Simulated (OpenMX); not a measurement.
Write the native input for OpenMX 3.8.5 that does the following.

```yaml
Task: band structure
Functional: PBE
Potentials_or_basis: OpenMX 2013 PBE set, Al7.0-s2p2d1, N6.0-s2p2d1, grid cutoff 400 Ry
k_mesh: 7 × 7 × 7
Occupations: fermi-dirac, width 0.05 eV
Spin: no spin polarisation
Mixing_scheme: rmm-diisk
SCF_threshold: 1e-08 Ha
Solver: band
Max_SCF_cycles: 100
```

AlN:

```
Al N
1.0
     0.00000    2.14031    2.18399
     2.14031    0.00000    2.18399
     2.14031    2.14031    0.00000
Al N
1 1
Direct
  0.00000 0.00000 0.00000
  0.25000 0.25000 0.25000
```

Measurements of this composition are mostly on another form, of space group No. 186.

One way to write it, as run:

AlN.dat

```
System.CurrrentDirectory             ./
System.Name                          AlN
DATA.PATH                            ./DFT_DATA13
level.of.stdout                      1
level.of.fileout                     1
Species.Number                       2
<Definition.of.Atomic.Species
  Al  Al7.0-s2p2d1           Al_PBE13
  N   N6.0-s2p2d1            N_PBE13
Definition.of.Atomic.Species>

Atoms.Number                         2
Atoms.SpeciesAndCoordinates.Unit     FRAC
<Atoms.SpeciesAndCoordinates
    1  Al    0.0000000000    0.0000000000    0.0000000000   1.500  1.500
    2  N     0.2500000000    0.2500000000    0.2500000000   2.500  2.500
Atoms.SpeciesAndCoordinates>

Atoms.UnitVectors.Unit               Ang
<Atoms.UnitVectors
     0.0000000000    2.1403136884    2.1839935596
     2.1403136884    0.0000000000    2.1839935596
     2.1403136884    2.1403136884    0.0000000000
Atoms.UnitVectors>

scf.XcType                           GGA-PBE
scf.SpinPolarization                 off
scf.ElectronicTemperature            580.226
scf.energycutoff                     400.0
scf.maxIter                          100
scf.EigenvalueSolver                 band
scf.Kgrid                            7 7 7
scf.Mixing.Type                      rmm-diisk
scf.Init.Mixing.Weight               0.05
scf.Min.Mixing.Weight                0.001
scf.Max.Mixing.Weight                0.3
scf.Mixing.History                   25
scf.Mixing.StartPulay                8
scf.criterion                        1.0e-8
scf.stress.tensor                    on
MD.Type                              nomd
Band.dispersion                      on
Band.Nkpath                          11
<Band.kpath
   11   0.000000  0.000000  0.000000   -0.500000  0.000000 -0.500000  G X
    5  -0.500000  0.000000 -0.500000   -0.500000 -0.240100 -0.740100  X Y
    4  -0.500000 -0.240100 -0.740100   -0.370050 -0.370050 -0.740100  Y S
   12  -0.370050 -0.370050 -0.740100    0.000000  0.000000  0.000000  S G
   11   0.000000  0.000000  0.000000    0.500000  0.500000  0.000000  G Z
    4   0.500000  0.500000  0.000000    0.370050  0.370050 -0.259900  Z S1
    7   0.370050  0.370050 -0.259900    0.000000  0.000000 -0.500000  S1 N
    8   0.000000  0.000000 -0.500000   -0.250000  0.250000 -0.500000  N P
    8  -0.250000  0.250000 -0.500000    0.240100  0.500000 -0.259900  P Y1
    6   0.240100  0.500000 -0.259900    0.500000  0.500000  0.000000  Y1 Z
    5  -0.500000  0.000000 -0.500000   -0.250000  0.250000 -0.500000  X P
Band.kpath>
```

Potentials or basis: OpenMX 2013 PBE set, Al7.0-s2p2d1, N6.0-s2p2d1, grid cutoff 400 Ry.

Command:

```console
$ openmx AlN.dat -nt 1 > AlN.std
```

Results of the run:

```json
{"Pressure": "13.3 GPa", "Largest force": "0.003 eV/Å", "Band gap along the path": "3.22 eV, indirect (least direct gap 5.10 eV)", "Mulliken charges": "Al +1.02; N -1.02 e"}
```

Caveat: Mulliken charges move with the basis; the basis of atomic orbitals isn't converged, which shifts pressures, moduli and gaps.

Wall time 83 s on 1 thread of Intel(R) Xeon(R) 6975P-C (Granite Rapids), on a shared host, peak memory 0.48 GiB.
